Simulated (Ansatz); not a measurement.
# InSb: the cost of one run

Method: DFT PBE, scalar-relativistic, plane waves, PAW, in Ansatz 0.2.0.

1 further run of the same task is left out (set aside as unsound or not needed).

## 1. The structure to begin with

It takes space group Fm-3m (No. 225, cubic). The conventional cell has a = 6.150 Å, b = 6.150 Å, c = 6.150 Å, α = 90.00°, β = 90.00°, γ = 90.00°. In (site symmetry m-3m) has 6 Sb at 3.08 Å as nearest neighbours. Sb (site symmetry m-3m) is surrounded by 6 In at 3.08 Å.

As a file:

```cif
data_structure
_symmetry_space_group_name_H-M 'P 1'
_symmetry_Int_Tables_number 1
_cell_length_a 4.3489
_cell_length_b 4.3489
_cell_length_c 4.3489
_cell_angle_alpha 60.000
_cell_angle_beta 60.000
_cell_angle_gamma 60.000
_cell_volume 58.16
loop_
_atom_site_label
_atom_site_type_symbol
_atom_site_fract_x
_atom_site_fract_y
_atom_site_fract_z
_atom_site_occupancy
In1 In 0.00000 0.00000 0.00000 1
Sb1 Sb 0.50000 0.50000 0.50000 1
```

It goes back to an entry of the Materials Project, which need not be the stable form.

It is the result of an earlier relaxation at this level (volume 29.08 Å³/atom; gap on the mesh: none (metal)).

## 2. Electronic structure at the relaxed geometry

Input file input.yaml:

```yaml
crystal:
  lattice:
    - [0.0, 3.0751386621, 3.0751386621]
    - [3.0751386621, 0.0, 3.0751386621]
    - [3.0751386621, 3.0751386621, 0.0]
  atoms:
    - { symbol: In, position: [0.0, 0.0, 0.0] }
    - { symbol: Sb, position: [0.5, 0.5, 0.5] }
basis:
  ecutwfc: 420
kpoints:
  mp_grid: { grid: [12, 12, 12] }
  band_path:
    path:
      - [[0.0, 0.0, 0.0], [0.5, 0.0, 0.5], [0.625, 0.25, 0.625]]
      - [[0.375, 0.375, 0.75], [0.0, 0.0, 0.0], [0.5, 0.5, 0.5], [0.5, 0.25, 0.75], [0.5, 0.0, 0.5]]
    npoints: 14
hamiltonian:
  xc: pbe
scf:
  occupations: { method: gaussian, width: 0.1 }
  n_extra_bands: 6
output:
  forces: true
  stress: true
  eigenvalues: true
  populations: true
  dos: { projected: true, de: 0.02, nscf_kmesh: { grid: [18, 18, 18] } }
  bader: true
  write_density: true
  write_potential: true
  elf: true
  volumetric_format: npy
```

Command:

```sh
ansatz run input.yaml --threads 1 --pin off --max-ram 2560MiB --backend cpu --events-out ev --progress --plain --runs-dir out
```

Q: Estimate wall time and peak memory on 1 thread of Intel Xeon Platinum 8488C (Sapphire Rapids), shared host.

About 27 s, with a peak of 0.55 GiB.
